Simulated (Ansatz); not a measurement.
AgCl (NiAs type), relaxed with r2SCAN: 5 runs in Ansatz, each a calculation of independent-particle optics. The symmetry is P6_3/mmc (No. 194, hexagonal); a = 4.005 Å, c = 6.201 Å in the conventional setting, 21.53 Å³ an atom. Ag is surrounded by 6 Cl at 2.78 Å; Cl is surrounded by 6 Ag at 2.78 Å. Note: simulated data, non-magnetic, for a generated structure that need not be the stable one.

```
Ag Cl
1.0
     4.00486    0.00000    0.00000
    -2.00243    3.46831    0.00000
     0.00000    0.00000    6.20104
Ag Cl
2 2
Direct
  0.00000 0.00000 0.00000
  0.00000 0.00000 0.50000
  0.33333 0.66667 0.25000
  0.66667 0.33333 0.75000
```

On meshes this coarse, single peaks can be features of the mesh. No local fields, no excitons; the zone sum runs over the cells of the mesh, and ε∞ includes the bands left out of the spectrum. Up to four peaks are listed, those above 15 % of the tallest and inside the complete range; the four can differ from row to row. Rows marked drawn have settings drawn at random (some not listed).

```tsv
functional	k mesh	broadening (eV)	scissors (eV)	range (eV)	settings	direct gap on the mesh before scissors (eV)	ε∞ xx	ε∞ yy	ε∞ zz	complete up to (eV)	tallest peaks of mean ε₂ (eV)
PBE	6×6×4	0.1	0.00	0–12	chosen	0.91	5.31	5.31	5.32	12.0	4.50 7.55 7.75 8.45
r2SCAN	6×6×4	0.1	0.00	0–12	chosen	1.48	4.62	4.62	4.63	12.0	5.05 8.20 8.45 9.20
LDA	6×6×4	0.1	0.00	0–12	chosen	0.61	5.78	5.78	5.78	12.0	3.95 4.30 7.35 7.50
PBE	6×6×4	0.1	1.48 (to HSE06)	0–12	chosen	0.91	4.51	4.51	4.54	12.0	5.95 9.05 9.25 9.90
PBEsol	12×12×6	0.4	2.50	2–20	drawn	0.74	4.31	4.31	4.34	20.0	6.80 10.60 17.80
```

Spin-orbit coupling is left out.
